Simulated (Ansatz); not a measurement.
HfS2 in Ansatz: the effect of functional

Sheet: HfS2, a sheet with vacuum.

```
Hf S
1.0
     3.65176    0.00000    0.00000
    -1.82588    3.16251    0.00000
     0.00000    0.00000   29.87378
Hf S
1 2
Cartesian
  0.0000 0.0000 9.0001
  1.8259 1.0542 7.5533
  0.0000 2.1084 10.4466
```

The cell was built by a generator and needn't be a form met in nature.

Alike in all runs:

* Program: Ansatz 0.2.0
* Task: single point
* Potentials or basis: all-electron LAPW, scalar-relativistic
* Basis error allowed: 0.002 eV/atom
* k mesh: 8 × 8 × 1
* Occupations: fermi-dirac, width 0.05 eV
* Spin: no spin polarisation

| functional | cutoff | gap on the mesh (eV) | work function (eV) |
| --- | --- | --- | --- |
| PBE | 230 eV (chosen from the basis error) | 1.30 | 5.77 |
| LDA | 231 eV (chosen from the basis error) | 1.15 | 6.00 |
| PBEsol | 230 eV (chosen from the basis error) | ? | ? |

Problem. What does the run with functional PBEsol give?

Solution. gap on the mesh 1.22 eV; work function 5.81 eV.

Caveats: spin-orbit coupling is left out, which moves the levels of the heavy elements.

A k mesh can miss the band edges.
